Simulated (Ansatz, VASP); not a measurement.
**Two plane-wave programs on Cl**

```
CELL_PARAMETERS angstrom
-1.30702 1.30702 3.37967
1.30702 -1.30702 3.37967
1.30702 1.30702 -3.37967
ATOMIC_POSITIONS crystal
Cl 0.00000 0.00000 0.00000
```

Alike in both runs: functional r2SCAN; k mesh 8 × 8 × 8; occupations gaussian, width 0.1 eV; no spin polarisation.

Ansatz relaxed the structure, and its values are those at the end. VASP's run is a single point on that final structure, the one shown.

```csv
,VASP,Ansatz
version,VASP 6.6.1,Ansatz 0.2.0
potentials or method,"VASP PAW PBE potentials, release 64 (Cl)","scalar-relativistic, plane waves, PAW"
plane-wave cutoff (eV),520,500
valence electrons in the cell,7,7
```

|  | VASP | Ansatz | Ansatz less VASP |
| --- | --- | --- | --- |
| gap on the k mesh at the Fermi level (eV) | none | none | - |
| pressure (GPa) | -0.1 | 0.1 | +0.18 |

A gap of «none» marks a metal or a gap that the smearing closes. The functional is the same, so the differences come from potentials, cutoffs and numerics.

Caveats: the k mesh is coarse (spacing up to 0.42 Å⁻¹), so the values aren't converged; the PAW data sets were made with another functional, which shifts forces and pressure a little (VASP); an odd number of electrons without spin polarisation forces a metal; a magnetic or distorted state may lie lower.
